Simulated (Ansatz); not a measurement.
# TaN: the cost of one run

Computed with Ansatz 0.2.0 (DFT PBE, scalar-relativistic, plane waves, PAW, unless a step's input says otherwise).

1 further run of the same task is left out (set aside as unsound or not needed).

### 1 Starting point

Symmetry: P-6m2, No. 187, hexagonal system. The conventional cell has a = 2.950 Å, b = 2.950 Å, c = 2.898 Å, α = 90.00°, β = 90.00°, γ = 120.00°. Ta (site symmetry -6m2) is surrounded by 6 N at 2.24 Å. Around N (site symmetry -6m2) lie 6 Ta at 2.24 Å.

As a file:

```
CELL_PARAMETERS angstrom
2.95018 0.00000 0.00000
-1.47509 2.55493 0.00000
0.00000 0.00000 2.89777
ATOMIC_POSITIONS crystal
Ta 0.33333 0.66667 0.50000
N 0.00000 0.00000 0.00000
```

This cell was relaxed beforehand with the same method: volume 10.92 Å³/atom, gap on the mesh none (metal).

### 2 Static run: bands, density of states and charges

Input file input.yaml:

```yaml
crystal:
  lattice:
    - [2.9501846714, 0.0, 0.0]
    - [-1.4750923357, 2.5549348713, 0.0]
    - [0.0, 0.0, 2.8977715837]
  atoms:
    - { symbol: Ta, position: [0.3333333333, 0.6666666667, 0.5] }
    - { symbol: "N", position: [0.0, 0.0, 0.0] }
basis:
  ecutwfc: 420
kpoints:
  mp_grid: { grid: [18, 18, 14] }
  band_path:
    path:
      - [[0.0, 0.0, 0.0], [0.5, 0.0, 0.0], [0.33333333, 0.33333333, 0.0], [0.0, 0.0, 0.0], [0.0, 0.0, 0.5], [0.5, 0.0, 0.5], [0.33333333, 0.33333333, 0.5], [0.0, 0.0, 0.5]]
      - [[0.5, 0.0, 0.5], [0.5, 0.0, 0.0]]
      - [[0.33333333, 0.33333333, 0.5], [0.33333333, 0.33333333, 0.0]]
    npoints: 14
hamiltonian:
  xc: pbe
scf:
  occupations: { method: gaussian, width: 0.1 }
  n_extra_bands: 6
output:
  forces: true
  stress: true
  eigenvalues: true
  populations: true
  dos: { projected: true, de: 0.02, nscf_kmesh: { grid: [27, 27, 21] } }
  bader: true
  write_density: true
  write_potential: true
  elf: true
  volumetric_format: npy
```

Started as:

```sh
$ ansatz run input.yaml --threads 1 --pin off --max-ram 2560MiB --backend cpu --events-out ev --progress --plain --runs-dir out
```

Q: Estimate wall time and peak memory on 1 thread of Arm Neoverse V1, shared host.

About 50 s, with a peak of 0.41 GiB.
